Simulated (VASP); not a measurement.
A run of VASP 6.6.1 is set up as follows.

INCAR

```
  PREC = Accurate
  ENCUT = 520
  EDIFF = 1E-7
  ISMEAR = -1
  SIGMA = 0.05
  LREAL = F
  LASPH = T
  NELM = 80
  ALGO = Normal
  ISIF = 2
  LWAVE = F
  LCHARG = F
  GGA = PS
  LEFG = T
```

The input KPOINTS:

```
Automatic mesh
0
Gamma
  5 5 3
```

POSCAR

```
Ti
1.0
    2.9500000000      0.0000000000      0.0000000000
   -1.4750000000      2.5547749412      0.0000000000
    0.0000000000      0.0000000000      4.6800000000
Ti
2
Direct
    0.3333333333      0.6666666667      0.2500000000
    0.6666666667      0.3333333333      0.7500000000
```

Potentials or basis: VASP PAW PBE potentials, release 64 (Ti_sv).

Launch:

```console
$ cat potpaw_PBE.64/Ti_sv/POTCAR > POTCAR
$ mpirun -np 1 vasp_std > vasp.out
```

Predict the band gap on the k mesh.

none (metal or under the smearing width).

What does it give for the pressure?

-6.1 GPa.

Electric field gradients, principal values (V/Å²):
```
atom     Vxx     Vyy     Vzz
1 Ti  -9.050  -9.050  18.101
2 Ti  -9.050  -9.050  18.101
```

Caveat: the k mesh is coarse (spacing up to 0.49 Å⁻¹), so the values aren't converged; the PAW data sets were made with another functional, which shifts forces and pressure a little.
